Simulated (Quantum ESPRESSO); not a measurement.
**Hf: zone-centre phonons under several settings**

```xyz
2
Lattice="3.1967 0.0000 0.0000 -1.5983 2.7684 0.0000 0.0000 0.0000 5.0578" Properties=species:S:1:pos:R:3 pbc="T T T"
Hf    1.5984    0.9228    3.7934
Hf    0.0000    1.8456    1.2645
```

All runs used Quantum ESPRESSO 7.5; relaxed cell; no spin polarisation.

| level | potentials | k mesh (s: shifted) | cutoff (eV) | occupations | volume (Å³/atom) | lowest optical mode without the field (cm⁻¹) | highest optical mode without the field (cm⁻¹) |
| --- | --- | --- | --- | --- | --- | --- | --- |
| PBEsol | PseudoDojo 0.4.1 SR PBEsol standard | 10 × 10 × 5 | 789 | cold, width 0.272 eV | 21.67 | 81 | 105 |
| PBE | JTH 2.0 PBE | 10 × 10 × 5 | 490 | methfessel-paxton, width 0.272 eV | 22.53 | 84 | 101 |
| LDA | JTH 2.0 LDA | 10 × 10 × 5 | 490 | cold, width 0.136 eV | 20.77 | 87 | 124 |
| LDA | PseudoDojo 0.4.1 SR LDA standard | 8 × 8 × 4 | 789 | cold, width 0.2 eV | ? | ? | ? |
| PBE+D2 | SSSP 1.3 efficiency PBE | 8 × 8 × 4 | 816 | methfessel-paxton, width 0.272 eV | 21.30 | 15 | 110 |

Task: What stands in the row left open?

Result: Volume 20.60 Å³/atom; lowest optical mode without the field 69 cm⁻¹; highest optical mode without the field 137 cm⁻¹.

Caveats: the mesh is thin for the phonons of a metal; the cutoff is low for these files, which shifts pressure and relaxed volume (some runs); pairwise dispersion overbinds metals, which lowers pressure and volume (some runs).

For the row left open. Caveat: the mesh is thin for the phonons of a metal.
